An electron in a crystal belongs to a band, and its energy in that band depends on its wave vector k. For the layered semiconductor SnSe2, the table gives the top filled and the first empty level at twelve values of k. The "state start level" comes from PBEsol. The "state corrected level" comes from one PBE0 step, in which a quarter of the exchange is computed explicitly from the orbitals (Fock exchange) while the orbitals stay fixed. Each column counts from its own highest filled level, which lies at k = 0, the point called Γ.

Levels of bulk SnSe2 (P-3m1) from ABINIT 10.8.3, with PBEsol for the start and one-shot PBE0 for the correction, without spin polarisation or spin-orbit coupling. Both use PseudoDojo NC SR PBEsol v0.4.1 standard pseudopotentials, a 1061 eV plane-wave cutoff and a Γ-centred 5×5×3 k mesh. Each column of levels is zeroed at its own highest filled level.

```csv
row,state k a (reciprocal cell vector),state k b (reciprocal cell vector),state k c (reciprocal cell vector),state band,state start level (eV),state corrected level (eV)
1,0.000,0.000,0.000,top filled,0.000,0.000
2,0.000,0.000,0.000,first empty,0.964,2.555
3,0.200,0.000,0.000,top filled,-0.092,-0.005
4,0.200,0.000,0.000,first empty,2.203,3.819
5,0.400,0.000,0.000,top filled,-0.281,-0.176
6,0.400,0.000,0.000,first empty,1.201,2.763
7,0.200,0.200,0.000,top filled,-0.374,-0.317
8,0.200,0.200,0.000,first empty,1.952,3.548
9,0.400,0.200,0.000,top filled,-1.279,-1.231
10,0.400,0.200,0.000,first empty,1.481,3.036
11,0.000,0.000,0.333,top filled,-0.285,-0.153
12,0.000,0.000,0.333,first empty,2.118,3.711
13,0.200,0.000,0.333,top filled,-0.217,-0.098
14,0.200,0.000,0.333,first empty,2.212,3.854
15,0.400,0.000,0.333,top filled,-0.545,-0.452
16,0.400,0.000,0.333,first empty,1.042,2.620
17,-0.400,0.000,0.333,top filled,-0.585,-0.502
18,-0.400,0.000,0.333,first empty,0.698,2.277
19,-0.200,0.000,0.333,top filled,-0.353,-0.259
20,-0.200,0.000,0.333,first empty,1.796,3.398
21,0.200,0.200,0.333,top filled,-0.328,-0.270
22,0.200,0.200,0.333,first empty,2.152,3.735
23,0.400,0.200,0.333,top filled,-0.482,-0.405
24,0.400,0.200,0.333,first empty,1.874,3.466
```

**(a) Suppose that only the start levels and the corrected empty level at Γ (row 2) are known. What is the simplest sound way to estimate the other corrected levels?**

*Solution.* With fixed orbitals, the correction to a level is an average over that level's own orbital:

correction = average of (PBE0 potential − PBEsol potential) over the orbital

What matters is therefore where the electron sits and which filled orbitals it overlaps. Fock exchange lowers an electron's energy through its overlap with filled orbitals of the same spin. A filled state, here mostly Se 4p, belongs to that filled set and gains much from it. An empty state, here Sn 5s mixed with Se 4p, stands outside the set and gains less, so the gap between them opens. These orbital characters are known chemistry of SnSe2 and are not read from the table.

Changing k mainly changes how the orbitals of neighbouring cells combine. That can move a level a long way even if the make-up of the orbital within each cell changes little. Fock exchange also acts between neighbouring cells, so the correction can still vary somewhat with k. Where both effects are small, one nearly constant correction is expected for each band. Neither was examined separately here, but for the empty levels the table bears out the constancy. The first empty levels spread over 1.5 eV before correction, yet their rises differ by less than 0.1 eV.

The rule is to leave the filled levels where they are and to add one constant Δ to every first empty level. Row 2 supplies it:

Δ = 2.555 − 0.964 = 1.591 eV

Since both columns are zeroed at their tops, Δ is a rise relative to the highest filled level. It doesn't tell whether the empty band went up or the filled band went down.

**(b) Estimate the corrected levels of rows 18 and 14. Would it be as good to multiply by the ratio found at Γ?**

*Solution.* Row 18 is the lowest empty level in the table, so its height is also the gap on this mesh. The rule gives 0.698 + 1.591 = 2.289 eV, about 0.01 eV above the computed PBE0 level.

For row 14 it gives 2.212 + 1.591 = 3.803 eV, which is 0.05 eV too low. This is the largest miss among the eleven empty levels that played no part in setting Δ. The typical (root-mean-square) miss over these eleven levels is only about 0.02 eV.

Multiplying goes wrong because it also stretches the energy that comes from the way neighbouring cells combine, which the correction hardly touches. The level at Γ grows by a factor of 2.65. Applied to row 14, that factor gives 5.86 eV, about 2 eV too high.

**(c) Can the rule also locate the top of the filled band, and does it predict the measured gap?**

*Solution.* It can't settle the first question. The filled levels away from Γ come up towards the top by 0.09 eV on average and by 0.13 eV at most, and the rule ignores this. The shift matters when levels lie close together: row 3 starts 0.092 eV below row 1 and ends only 0.005 eV below it. Spin-orbit coupling, which is left out here, splits Se 4p levels and could decide which of the two is higher.

For a vertical gap, between filled and empty levels at the same k, the average shift is easily included. Away from Γ such a gap opens by about 1.59 − 0.09 = 1.50 eV. This holds within 0.05 eV at all eleven points, though the 0.09 eV was averaged over these same points.

The measured gap is another matter, because the rule inherits the errors of the method that supplied Δ. The PBE0 gap on this mesh is 2.28 eV, while experiment gives roughly 1 eV (a recalled value). In a solid, the other electrons screen exchange, and PBE0's unscreened quarter is often too much for a well-screened semiconductor. The coarse mesh adds to the gap too, since it skips the point L, near which the empty band is known to have its minimum. It may also shift the filled levels against the empty ones, because the long-range part of Fock exchange converges slowly with the mesh. No finer mesh was run, so the size of this error in Δ is unknown.

The same reasoning gives a first guess for a neighbouring case. With a smaller share of Fock exchange, Δ should shrink roughly in proportion, and a band built from other orbitals needs its own Δ. In practice, compute one corrected level per band with a method whose gap you trust, carry the difference over to the rest of that band, and don't rank levels that lie within about 0.1 eV of each other.

Printed output of the fit:

```
constant of the rule, rise of the first empty level at Gamma (eV): 1.591
smallest rise among the 12 empty levels (eV): 1.555
largest rise among the 12 empty levels (eV): 1.642
range of the rises of the empty levels (eV): 0.087
range of the empty levels themselves before correction (eV): 1.514
row 18, level by the rule (eV): 2.289
row 18, rule less computed (eV): 0.012
row 14, level by the rule (eV): 3.803
row 14, rule less computed (eV): -0.051
largest miss over the 11 other empty levels (eV): 0.051
rms miss over the 11 other empty levels (eV): 0.02314
mean rise of the 11 filled levels away from Gamma (eV): 0.08664
smallest rise of these filled levels (eV): 0.048
largest rise of these filled levels, the worst miss if they are left alone (eV): 0.132
opening of vertical gaps away from Gamma by both constants (eV): 1.504
largest miss of that opening over the 11 vertical gaps (eV): 0.04736
rival, ratio of corrected to starting gap at Gamma: 2.65
rival ratio, miss at row 18 (eV): -0.427
rival ratio, miss at row 14 (eV): 2.009
rival slope, growth of the rise per eV of starting level (eV per eV): 0.02512
scatter of the rises about their mean (eV): 0.02314
scatter left after the slope is fitted (eV): 0.01871
```
